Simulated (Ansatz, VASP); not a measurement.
# One calculation of MgO, two programs

Contents of INCAR:

```
SYSTEM = MgO
PREC = Accurate
ENCUT = 520
EDIFF = 1E-7
ISMEAR = 0
SIGMA = 0.05
LREAL = .False.
LASPH = .True.
NELM = 100
ALGO = Normal
ISIF = 2
LWAVE = .False.
LCHARG = .False.
GGA = PS
NBANDS = 11
```

Contents of KPOINTS:

```
regular mesh
0
Gamma
  10 10 10
  0 0 0
```

Contents of POSCAR:

```
MgO
1.0
    0.0000000000      2.1351500000      2.1351500000
    2.0070410000      0.0000000000      2.1351500000
    2.0070410000      2.1351500000      0.0000000000
Mg O
1 1
Direct
    0.0000000000      0.0000000000      0.0000000000
    0.5000000000      0.5000000000      0.5000000000
```

Input for Ansatz:

```yaml
crystal:
  lattice:
    - [0.0, 2.13515, 2.13515]
    - [2.007041, 0.0, 2.13515]
    - [2.007041, 2.13515, 0.0]
  atoms:
    - { symbol: Mg, position: [0.0, 0.0, 0.0] }
    - { symbol: O, position: [0.5, 0.5, 0.5] }
basis:
  ecutwfc: 420
kpoints:
  mp_grid: { grid: [10, 10, 10] }
hamiltonian:
  xc: pbesol
scf:
  occupations: { method: gaussian, width: 0.05 }
output:
  forces: true
  stress: true
  eigenvalues: true
  write_density: true
  write_potential: true
  elf: true
  volumetric_format: npy
```

Change from the starting cell: strain -0.0600 x Voigt [1, 0, 0, 0, 0, 0], atoms carried along.

Alike in both runs: task single point; functional PBEsol; k mesh 10 × 10 × 10; occupations gaussian, width 0.05 eV; no spin polarisation.

|  | VASP | Ansatz |
| --- | --- | --- |
| version | VASP 6.6.1 | Ansatz 0.2.0 |
| potentials or method | VASP PAW PBE potentials, release 64 (Mg, O) | scalar-relativistic, plane waves, PAW |
| plane-wave cutoff (eV) | 520 | 420 |
| valence electrons in the cell | 8 | 16 |

```csv
,VASP,Ansatz,Ansatz less VASP
gap on the k mesh at the Fermi level (eV),4.76,4.76,-0.001
least direct gap on the mesh (eV),4.76,4.76,-0.001
pressure (GPa),4.6,5.0,+0.44
largest component of the traceless stress (GPa),10.79,10.69,-0.096
```

The two sets of potentials don't hold the same shells in valence.

Caveats: the PAW data sets were made with another functional, which shifts forces and pressure a little (VASP).
